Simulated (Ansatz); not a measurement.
# CdS: how well frozen cores do, part 2 of 2

Aim: solve CdS at one geometry with full-potential LAPW, PAW with frozen cores and datasets made for this crystal, and see where they agree.

Ansatz 0.2.0; DFT PBE; a database cell (COD). «Crystal datasets» are all-electron PAW datasets made for this crystal. Earlier steps stand in the parts before.

## (4) Datasets made for this crystal

The input, input.yaml:

```yaml
crystal:
  lattice:
    - [4.1347992034, 0.0, 0.0]
    - [-2.0673996017, 3.5808411497, 0.0]
    - [0.0, 0.0, 6.749]
  atoms:
    - { symbol: Cd, position: [0.3333333333, 0.6666666667, 0.0] }
    - { symbol: Cd, position: [0.6666666667, 0.3333333333, 0.5] }
    - { symbol: S, position: [0.3333333333, 0.6666666667, 0.385] }
    - { symbol: S, position: [0.6666666667, 0.3333333333, 0.885] }
kpoints:
  mp_grid: { grid: [7, 7, 4] }
  band_path:
    path:
      - [0.0, 0.0, 0.0]
      - [0.5, 0.0, 0.0]
      - [0.3333333333, 0.3333333333, 0.0]
      - [0.0, 0.0, 0.0]
      - [0.0, 0.0, 0.5]
      - [0.5, 0.0, 0.5]
      - [0.3333333333, 0.3333333333, 0.5]
      - [0.0, 0.0, 0.5]
      - [0.5, 0.0, 0.5]
    npoints: 8
scf:
  occupations: { method: fermi_dirac, width: 0.01 }
hamiltonian:
  xc: pbe
  pseudopotentials: { kind: all_electron, datasets: crystal }
output:
  forces: true
  stress: true
  eigenvalues: true
  efg: { contact_densities: true }
```

On the command line:

```bash
ansatz run input.yaml --threads 1 --pin off --max-ram 4096MiB --backend cpu --events-out ev --progress --plain --runs-dir out
```

What it wrote:

```text
hamiltonian.pseudopotentials.datasets: crystal makes datasets for this crystal and solves the spheres of its atoms anew in each pass: cutoff 260.0 eV, the density's 1040.0 eV; for an error of 0.50 meV an atom under PBE, 2.0 meV for the cell; an energy difference from a run of another recipe may be off by several times the error for the cell, under r2SCAN by more, where some 0.1 meV an atom stays at smaller errors; S in spheres of 1.132 Å, 6 of its electrons in bands; Cd in spheres of 1.376 Å, 12 of its electrons in bands, 8 on its site; only band paths and densities of states list, in semicore columns, the levels of the semicore shells that are solved separately: 4s of Cd, 4p of Cd
Cd: output.efg is read without spin–orbit coupling, which moves field gradients at and beside such atoms by some per cent and up to a factor of two; PAW files take it under magnetization.noncollinear and magnetization.spin_orbit
Engine: ansatz 0.2.0
Pseudopotentials: kind: all_electron
Pseudopotential: Cd, paw, valence charge 20, recommended cutoff 260 eV (normal), Koelling and Harmon's equation, gaussian nucleus
Pseudopotential: S, paw, valence charge 6, recommended cutoff 260 eV (normal), Koelling and Harmon's equation, gaussian nucleus
Functional definition: PBE
  parameter kappa = 0.804
  parameter beta = 0.06672455060314922
  exchange = pbe_x(kappa = kappa, mu = beta*pi^2/3)
  correlation = pbe_c(beta = beta)
Crystal: 4 atoms, lattice volume = 99.926 Å³
Basis set: ecut = 260 eV, 989 PW (Γ), exchange–correlation on 48×48×72 points (8 copies of the dense FFT grid, shifted against one another)
Bands: 22, of which v1, the nominal top of the filled ones, is band 18 counted from 1 (17 counted from 0)
Symmetry: 12 space group operations
Space group: P63mc (ITA 186), of the structure as read, at distance tolerance 4.6e-5 Å
k-points: 24 of 196 (time reversal used)
Non-local potential: Cd, projectors of the file, l = 0: 1, l = 1: 1, l = 2: 2
Non-local potential: S, projectors of the file, l = 0: 1, l = 1: 1, l = 2: 2
PAW form: soft (Blöchl's): semilocal exchange-correlation on the pseudo side does not see the compensation charge
PAW one-centre angular grid: Cd, 590 points (default); XC on its mesh's 1869 points in the sphere
PAW one-centre angular grid: S, 110 points (default); XC on its mesh's 1925 points in the sphere
Initial density: superposition of atomic densities (neutral atoms: chi_scale 0, normalization atom)
Initial wavefunctions: pseudopotential atomic-orbital guess
Functional: x = pbe(κ = 0.804, μ = 0.2195149727645171), c = pbe(β = 0.06672455060314922)
iter 1 solved again at ethr=9.03e-3 eV; its pass at ethr=1.00e-1 eV (dr2=3.25e0 eV) is discarded
SCF iter   1: F=—  HF=-326199.836118 eV  |F-HF|=—  |Δ(HF+E_count)|=         —  Δρ=4.03e-2  dr2=3.30e0  ethr=9.03e-3  ⟨swp⟩=2.7  Hψ=2658  notcnv=0
preconditioner: auto → Resta (q_TF=auto, 2.301 Å⁻¹)  ε∞=5.6  [insulator: Δε(μ)=1.751 eV  Ē_g=10.430 eV  σ=0.010 eV  W_gap=1.00  n_scr=22 (ndim 8)  ℏωp=22.3 eV  f_vac=0.021  D(μ)=0.00/eV (n_scr^D=0)  ε∞_Penn≈5.6]
SCF iter   2: F=—  HF=-326198.926942 eV  |F-HF|=—  |Δ(HF+E_count)|=   9.09e-1  Δρ=1.87e-2  dr2=5.46e-1  ethr=9.03e-3  ⟨swp⟩=3.0  Hψ=1199  notcnv=0  defer=1
iter 3 solved again at ethr=1.06e-4 eV; its pass at ethr=1.52e-3 eV (dr2=3.81e-2 eV) is discarded
SCF iter   3: F=—  HF=-326198.806019 eV  |F-HF|=—  |Δ(HF+E_count)|=   1.21e-1  Δρ=6.49e-3  dr2=3.81e-2  ethr=1.06e-4  ⟨swp⟩=2.9  Hψ=2571  notcnv=0  defer=4
SCF iter   4: F=—  HF=-326198.813723 eV  |F-HF|=—  |Δ(HF+E_count)|=   7.70e-3  Δρ=2.64e-3  dr2=6.20e-3  ethr=1.06e-4  ⟨swp⟩=3.3  Hψ=1414  notcnv=0  defer=3
SCF iter   5: F=—  HF=-326198.813683 eV  |F-HF|=—  |Δ(HF+E_count)|=   4.09e-5  Δρ=7.09e-4  dr2=7.06e-4  ethr=1.72e-5  ⟨swp⟩=3.8  Hψ=1462  notcnv=0  defer=6
SCF iter   6: F=—  HF=-326198.814275 eV  |F-HF|=—  |Δ(HF+E_count)|=   5.92e-4  Δρ=3.75e-4  dr2=2.30e-4  ethr=1.96e-6  ⟨swp⟩=3.3  Hψ=1289  notcnv=0  defer=7
SCF iter   7: F=—  HF=-326198.814636 eV  |F-HF|=—  |Δ(HF+E_count)|=   3.62e-4  Δρ=1.06e-4  dr2=1.40e-5  ethr=6.40e-7  ⟨swp⟩=3.7  Hψ=1307  notcnv=0  defer=7
SCF iter   8: F=—  HF=-326198.814734 eV  |F-HF|=—  |Δ(HF+E_count)|=   9.79e-5  Δρ=3.19e-5  dr2=1.59e-6  ethr=3.88e-8  ⟨swp⟩=3.2  Hψ=1341  notcnv=0  defer=5
SCF iter   9: F=-326198.814737 eV  HF=-326198.814737 eV  |F-HF|=1.20e-7  |Δ(HF+E_count)|=   2.60e-6  Δρ=6.10e-6  dr2=5.26e-8  ethr=4.41e-9  ⟨swp⟩=3.0  Hψ=1261  notcnv=0  defer=1
SCF 1 converged in 9 iterations: F = -326198.814734 eV  dr2 = 5.26e-8
  Residual-converged pass: ⟨swp⟩=4.0  Hψ=1604  notcnv=0  max |occ|·‖R‖ = 6.3e-6 eV (tolerance 6.7e-6 eV)  dr2=5.38e-8  dr2_onsite=3.08e-8  max |Δocc| = 0.0e0
NSCF: frozen V_eff on 65 k-points
SCF converged after 9 iterations
Free energy (F): -326198.814734 eV
Harris-Foulkes:  -326198.814734 eV  (|F-HF|=1.20e-7)
Internal energy: -326198.814734 eV  (E = F + TS)
E sigma→0 (E₀):  -326198.814734 eV
Past the cutoff: the bands carry plane waves up to 1.75 times it, of which those up to 1.5 times it add -0.000268 eV an atom, each by itself; the spheres take 0.000272 eV an atom off the energy for waves past 1.75 times it
By the cutoff:   a pressure is off by up to 0.006 GPa (1.2 times the spheres' own share and the shells' term, over an atom's volume, and 0.004 GPa: a bound that held against runs at twice the plane waves)
Past the cutoffs: a stress includes 0.0010 GPa for waves and charges beyond them, in addition to the slope of what the spheres take
In the spheres:  the bands' charges fall short by 1.7e-6 e at most (sound up to 1e-3), those of shells solved beside the bands by 1.7e-7 e (sound up to 5e-4)
Fermi energy:    8.253335 eV
--- Per-component energies (eV) ---
  The terms above E_closure are by the made datasets' own strengths, without shells solved beside the bands.
--- Forces (eV/Å), atoms counted from 1 ---
  atom   1  Cd    -0.00000000     0.00000000     0.26117311
  atom   2  Cd     0.00000000     0.00000000     0.26117311
  atom   3  S      0.00000000     0.00000000    -0.26118218
  atom   4  S     -0.00000000    -0.00000000    -0.26118218
  max |Σ_I F_I| component: 1.81e-5 eV/Å
--- Stress (GPa, compression-positive) ---
        3.307553       0.000000      -0.000000
        0.000000       3.307553       0.000000
       -0.000000       0.000000       1.057988
  P = ⅓ Tr σ = 2.5577 GPa (25.577 kbar)
  It holds what live shells' own plane waves past their cutoff add
--- PAW observables at the nuclei: V_zz in 10²¹ V/m², potentials from the cell's mean, atoms counted from 1 ---
  atom   1  Cd V_zz =    +3.256839   η = 0.0000   by run symmetry: allowed
            electrostatic potential = -7703.962162 V   contact ρ = 1035882.181808 e/Å³
  atom   2  Cd V_zz =    +3.256839   η = 0.0000   by run symmetry: allowed
            electrostatic potential = -7703.962162 V   contact ρ = 1035882.181808 e/Å³
  atom   3  S  V_zz =    -0.703243   η = 0.0000   by run symmetry: allowed
            electrostatic potential = -1633.441702 V   contact ρ = 19784.521009 e/Å³
  atom   4  S  V_zz =    -0.703243   η = 0.0000   by run symmetry: allowed
            electrostatic potential = -1633.441702 V   contact ρ = 19784.521009 e/Å³
--- Band table (eV; the first three rows and the last of 24) ---
  k-point 0: bands = ["-4.6897", "-4.2773", "-0.0606", "-0.0606", "0.0086", "0.0086", "0.0105", "0.3808", "0.3808", "0.4712", "0.4712", "0.8195", "3.4261", "6.9413", "6.9413", "7.5969", "7.6366", "7.6366", "8.8630", "10.3633"]
  k-point 1: bands = ["-4.6279", "-4.3354", "-0.0533", "-0.0533", "-0.0044", "-0.0044", "0.0561", "0.3966", "0.3966", "0.4605", "0.4605", "0.5721", "4.0077", "6.6338", "7.0380", "7.0380", "7.5293", "7.5293", "9.7272", "10.4470"]
  k-point 2: bands = ["-4.4799", "-4.4799", "-0.0317", "-0.0317", "-0.0317", "-0.0317", "0.2320", "0.2320", "0.4310", "0.4310", "0.4310", "0.4310", "5.2493", "5.2493", "7.2783", "7.2783", "7.2783", "7.2783", "10.4587", "10.4587"]
  k-point 23: bands = ["-4.1685", "-4.1685", "0.1499", "0.1499", "0.1726", "0.1726", "0.3532", "0.3532", "0.4194", "0.4194", "0.9187", "0.9187", "3.6620", "3.6620", "5.3252", "5.3252", "6.5477", "6.5477", "11.9792", "11.9792"]
```

Run time: 33 s. Hardware: 1 thread of Intel Xeon Platinum 8488C (Sapphire Rapids), shared host; peak memory 0.82 GiB.

Read from it: pressure 2.56 GPa; gap 1.23 eV, direct at Γ; largest force 0.261 eV/Å; Vzz Cd1 3.26 (η = 0.00), S3 -0.70 (η = 0.00) (10²¹ V/m²).

```tsv
atom	contact density (e/Å³)
Cd1	1035882
S3	19784.52
```

## (5) The methods compared

Highest filled and lowest empty level at the labelled points (eV from each run's valence-band top):

```tsv
point	LAPW top	LAPW bottom	PAW top	PAW bottom	crystal datasets top	crystal datasets bottom
Γ	0.00	1.23	0.00	1.23	0.00	1.23
M	-0.83	3.72	-0.83	3.72	-0.83	3.72
K	-1.74	4.81	-1.74	4.81	-1.74	4.81
Γ	0.00	1.23	0.00	1.23	0.00	1.23
A	-0.36	2.82	-0.36	2.82	-0.36	2.82
L	-1.27	3.52	-1.27	3.52	-1.27	3.52
H	-1.06	4.40	-1.07	4.40	-1.06	4.40
A	-0.36	2.82	-0.36	2.82	-0.36	2.82
L	-1.27	3.52	-1.27	3.52	-1.27	3.52
```

| method | pressure (GPa) | gap (eV) | largest force (eV/Å) | Vzz Cd1 (10²¹ V/m²) | Vzz S3 (10²¹ V/m²) | SCF cycles, all passes |
| --- | --- | --- | --- | --- | --- | --- |
| LAPW | 2.56 | 1.23 | 0.261 | – | – | 9 |
| PAW | 2.53 | 1.23 | 0.260 | 3.23 | -0.70 | 6 |
| crystal datasets | 2.56 | 1.23 | 0.261 | 3.26 | -0.70 | 9 |

## (6) Results

The summary covers parts 1 to 2.

| quantity | value |
| --- | --- |
| pressure | LAPW 2.56, PAW 2.53, crystal datasets 2.56 GPa |
| gap (LAPW) | 1.23 eV, direct at Γ |
| largest force | LAPW 0.261, PAW 0.260, crystal datasets 0.261 eV/Å |
| Bader charges (PAW) | Cd1 +0.86, S3 -0.86 e |
| highest ELF (PAW) | 0.88, 0.81 Å from S |

**Reading.** The pressure of 2.6 GPa pushes the cell to expand, with the atoms held in place. A gap opens: 1.23 eV, direct at Γ. It is the Kohn-Sham gap of a semilocal functional, which mostly lies below the gap found in experiment. A measured gap of CdS is 2.5809 eV (quoted in “Isotope dependence of band-gap energy”, 2008, arxiv:0807.2152); the calculated 1.23 eV misses it by -52.5 %. So large a miss can be the level of theory's own, or it may mean another phase, state or a wrong row. 2 values of this kind are on record in papers (2.44 to 2.5809 eV); this one was drawn at random among those near their median, those with a stated uncertainty first. Semilocal functionals fall short of gaps. The calculation has no temperature and no excitons, and leaves out spin-orbit coupling. S 3p states make 93 % of the projected weight in the top eV of the valence band. The projection holds only the free atom's occupied shells (Cd 5s, Cd 4d, S 3s, S 3p in this range). The field gradient at Cd1, the largest by crystal datasets, is 3.23 by PAW and 3.26 by crystal datasets (10²¹ V/m²), within 5 %. No spin–orbit coupling: at heavy atoms the gradients can be off by tens of per cent for that reason. In pressure, PAW differs from LAPW by -0.03 GPa and less than 0.01 eV in the gap. The forces differ by at most 1 meV/Å in a component, on a largest force of 0.261 eV/Å.
